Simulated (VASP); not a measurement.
A run of VASP 6.6.1 is set up as follows.

File INCAR:

```
  PREC = Accurate
  ENCUT = 520
  EDIFF = 1E-7
  ISMEAR = 0
  SIGMA = 0.02
  LREAL = False
  LASPH = True
  NELM = 60
  ALGO = Fast
  ISIF = 2
  LWAVE = False
  LCHARG = False
  LNONCOLLINEAR = True
  MAGMOM = 0 0 0 0 0 0
  LORBIT = 11
  LSORBIT = True
  GGA_COMPAT = False
  GGA = PE
  KPAR = 2
```

The input KPOINTS:

```
regular mesh
0
Gamma
  6 6 6
```

POSCAR

```
KI
1.0
    0.0000000000      3.5327750000      3.5327750000
    3.5327750000      0.0000000000      3.5327750000
    3.5327750000      3.5327750000      0.0000000000
I K
1 1
Direct
    0.5000000000      0.5000000000      0.5000000000
    0.0000000000      0.0000000000      0.0000000000
```

File KPOINTS_OPT:

```
path GXWKGLUWLK,UX
20
line-mode
reciprocal
 0.0000000000  0.0000000000  0.0000000000  G
 0.5000000000  0.0000000000  0.5000000000  X

 0.5000000000  0.0000000000  0.5000000000  X
 0.5000000000  0.2500000000  0.7500000000  W

 0.5000000000  0.2500000000  0.7500000000  W
 0.3750000000  0.3750000000  0.7500000000  K

 0.3750000000  0.3750000000  0.7500000000  K
 0.0000000000  0.0000000000  0.0000000000  G

 0.0000000000  0.0000000000  0.0000000000  G
 0.5000000000  0.5000000000  0.5000000000  L

 0.5000000000  0.5000000000  0.5000000000  L
 0.6250000000  0.2500000000  0.6250000000  U

 0.6250000000  0.2500000000  0.6250000000  U
 0.5000000000  0.2500000000  0.7500000000  W

 0.5000000000  0.2500000000  0.7500000000  W
 0.5000000000  0.5000000000  0.5000000000  L

 0.5000000000  0.5000000000  0.5000000000  L
 0.3750000000  0.3750000000  0.7500000000  K

 0.6250000000  0.2500000000  0.6250000000  U
 0.5000000000  0.0000000000  0.5000000000  X
```

Potentials or basis: VASP PAW PBE potentials, release 64 (I, K_sv).

The run is started by

```sh
$ cat potpaw_PBE.64/I/POTCAR potpaw_PBE.64/K_sv/POTCAR > POTCAR
$ mpirun -np 2 vasp_ncl > vasp.out
```

**Question.** Estimate the pressure.

**Answer.** 0.6 GPa.
